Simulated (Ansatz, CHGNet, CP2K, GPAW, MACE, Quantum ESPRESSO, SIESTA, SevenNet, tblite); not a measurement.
**Other levels on AlP(100) slab, H on both faces (90 atoms)**

The cell holds 90 atoms: 27 Al, 27 P and 36 H. Cell: a = 11.589 Å, b = 11.589 Å, c = 18.561 Å, α = 90.0°, β = 90.0°, γ = 90.0°. It derives from AlP (zinc-blende). Zinc-blende AlP (a = 5.463 Å), (100) slab of 6 atomic planes, 3 x 3 surface cells, H on the broken bonds of both faces, 10 Å of vacuum; displaced by a Gaussian of 0.02 Å. Then every atom was moved at random, 0.02 Å r.m.s. a Cartesian component (hydrogen 0.6 of that). Regions: slab, 54 atoms (27 Al and 27 P); hydrogen, 36 atoms (36 H). Vacuum lies along c.

Geometry: as built.

The reference, a calculation:

| Quantity | Value |
| --- | --- |
| method | Kohn-Sham DFT, PBE, PAW, plane waves (Ansatz 0.2.0); cutoff 420 eV, Γ point, fermi-dirac smearing of 0.05 eV; PAW set soft_2 |
| r.m.s. force component | 0.5113 eV/Å |
| longest force | 2.23 eV/Å |
| SCF cycles | 18 |
| time | 13 s on 8 threads of Arm Neoverse V2, shared host |
| CPU time | 93 s |

Q: Estimate the differences from the reference, the CPU time and the memory of each run.
- tblite GFN1-xTB (tblite 0.8.0; 1 thread)
- CP2K PBE, DZVP-MOLOPT-SR, 450/30 Ry, diagonalisation (CP2K 2026.2; 2 threads)
- GPAW PBE, LCAO dzp, h 0.2 Å (GPAW 26.7.0; 1 thread)
- CP2K PBE, DZVP-MOLOPT-SR, 630/50 Ry, diagonalisation (CP2K 2026.2; 2 threads)
- CP2K PBE, TZVP-MOLOPT (SR for Al), 450/50 Ry, diagonalisation (CP2K 2026.2; 4 MPI ranks)
- CP2K PBE, DZVP-UZH, 450/50 Ry, diagonalisation (CP2K 2026.2; 2 threads)
- QE PBE, sssp-1.3.0-efficiency, 20/160 Ry (Quantum ESPRESSO 7.5; 2 MPI ranks)
- QE PBE, sssp-1.3.0-efficiency, 45/360 Ry (Quantum ESPRESSO 7.5; 4 MPI ranks)
- CP2K PBE, SZV-MOLOPT-SR, 450/50 Ry, diagonalisation (CP2K 2026.2; 1 thread)
- MACE MP-0b3 medium potential (MACE MP-0b3 medium; 1 thread)

Differences are against the plane-wave reference, forces as r.m.s. over components; share is that over the reference's r.m.s. force, slope the least-squares factor from reference forces to these. Total energies of different programs have different zeros and aren't compared.

```
                                                          run  Δ force, r.m.s. (meV/Å)  share (%)  slope  cores  CPU time  memory (GiB)
                                                    reference                        -          -      -      8      93 s           2.1
                                              tblite GFN1-xTB                      652        128  0.912      1     3.9 s          0.15
CP2K PBE, DZVP-MOLOPT-SR, 450/30 Ry, diagonalisation (coarse)                     78.4       15.3  1.014      2     5 min           3.7
                                  GPAW PBE, LCAO dzp, h 0.2 Å                      112       21.9  1.085      1     3 min           1.5
         CP2K PBE, DZVP-MOLOPT-SR, 630/50 Ry, diagonalisation                     78.4       15.3  1.014      2   8.7 min           6.2
CP2K PBE, TZVP-MOLOPT (SR for Al), 450/50 Ry, diagonalisation                     27.3       5.34  1.002      4    18 min           5.0
               CP2K PBE, DZVP-UZH, 450/50 Ry, diagonalisation                     53.0       10.4  0.997      2   8.1 min           3.7
            QE PBE, sssp-1.3.0-efficiency, 20/160 Ry (coarse)                     53.7       10.5  1.037      2     8 min           1.5
                     QE PBE, sssp-1.3.0-efficiency, 45/360 Ry                     6.86       1.34  1.006      4    20 min           5.2
 CP2K PBE, SZV-MOLOPT-SR, 450/50 Ry, diagonalisation (coarse)                      345       67.6  1.141      1   4.3 min           3.5
                                 MACE MP-0b3 medium potential                      284       55.5  0.753      1     6.9 s          0.88
```

Rows marked coarse were listed beforehand as settings not expected to be converged; some can still land near the reference.

Times of the machine-learned potentials are mostly Python's start and the loading of weights.

CPU time is summed over cores on a shared host, where runs went side by side, so it is rough. Symmetry, cutoffs, thresholds, outputs and thread counts weren't matched or tuned between programs; memory under MPI is the largest rank's times the ranks.

PBE on plane waves or a grid with other potentials, cutoffs or grids, coarse settings apart, differs from the reference by 1.3 % (QE PBE, sssp-1.3.0-efficiency, 45/360 Ry) of the r.m.s. force; this holds the reference's own error, so differences of a few per cent don't tell which side is nearer the exact PBE result (QE's 45 Ry are 612 eV, against the reference's 420 eV). The PBE runs in local orbitals, coarse settings apart, differ by 5.3 % (CP2K PBE, TZVP-MOLOPT (SR for Al), 450/50 Ry, diagonalisation) to 22 % (GPAW PBE, LCAO dzp, h 0.2 Å); basis, grid and potentials can all enter. Tight binding differs by 128 % (tblite GFN1-xTB); it is another model, with fitted parameters of its own, and the xTB methods hold dispersion. Machine-learned potentials differ by 56 % (MACE MP-0b3 medium potential); they were trained on other programs' data. The reference samples few k-points for this cell, and its sampling error, which other DFT runs on the same mesh share, can be part of so large a difference. Among those trained on PBE data the slope goes as low as 0.75, with a correlation of 0.83, so directions differ as well as sizes. Periodic xTB results under one method name differ between programs and library versions. Machine-learned potentials mimic data converged in k, so the reference's own k-point error enters their differences. Caps of real hydrogen don't mimic the fractional bonds of a polar compound, so surface states and strained caps may belong to the model. The electronic-structure runs sample only Γ, in a cell whose shortest periodic width is 12 Å, which is coarse for a cell with partly filled levels.

[Logs are printed without paths, hosts, clocks, repeated set-up lines and the standing remarks that a program may print on its own settings, such as how far it seeks lower states.]

[Hosts, paths, dates, database ids (printed as entryN), source tags and the programs' standing remarks are cut or masked in the printed files.]
